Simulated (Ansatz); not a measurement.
**Ionic part of the dielectric constant of AlAs at 22 GPa, mode by mode**

Method: Ansatz 0.2.0, DFT PBE, scalar-relativistic, plane waves, PAW. Plane waves to 420 eV; Γ-centred k mesh 10×10×10; fixed occupations. No spin polarisation. Phonons by linear response, acoustic sum rule imposed.

It takes space group F-43m (No. 216, cubic). Conventional cell: a = 5.341 Å, b = 5.341 Å, c = 5.341 Å, α = 90.00°, β = 90.00°, γ = 90.00°. Al (site symmetry -43m) has 4 As at 2.31 Å as nearest neighbours. As (site symmetry -43m) has 4 Al at 2.31 Å as nearest neighbours.

Other phases may be more stable at this pressure.

The primitive cell has V = 38.09 Å³ and ε∞,xx = 8.768. Each polar mode adds Δε = (4.92064×10⁷/V)·S/ν² along x, with S its oscillator strength in e²/amu, ν in cm⁻¹ and V in Å³.

Question: From these modes, find each Δε and ε0,xx.
| ν (cm⁻¹) | S_xx (e²/amu) |
| --- | --- |
| 437.7 | 0.2073 |

Answer:
```csv
ν (cm⁻¹),Δε
437.7,1.40
```

The sum is 1.397, so ε0,xx = 10.16; the run's tensor has 10.16.

Question: Where do the longitudinal modes lie for a wave vector along x?

Answer: At 471 cm⁻¹. The Lyddane–Sachs–Teller product Π(ν_LO/ν_TO)² = 1.16 matches ε0/ε∞ = 1.16.

Cost: 1 run of about 1.3 core-minutes, on Arm Neoverse V1 (shared hosts).

The static response of compressed AlAs is mainly electronic: the lattice adds only 1.40 to an ε∞ of 8.768. This fits a largely covalent sp³ network, in which the modest electronegativity difference gives the polar displacement a limited dynamical charge and stiff bonds restrain the sublattices from moving against each other. The light Al atom dominates the reduced mass and so helps place the transverse mode at 437.7 cm⁻¹, but mass cancels from the static ionic term, which is set by the effective charge squared over the force constant.

The longitudinal mode rises to 471 cm⁻¹ because its macroscopic field adds a restoring force, weakened by electronic screening. With a single polar branch, the Lyddane–Sachs–Teller agreement confirms internal consistency rather than the accuracy of either dielectric constant. ε∞ is probably somewhat too large, as is common with semilocal functionals, which would raise ε0 and slightly reduce the splitting. A single volume doesn't show how compression divides its effect between bond stiffening and changes in effective charge.
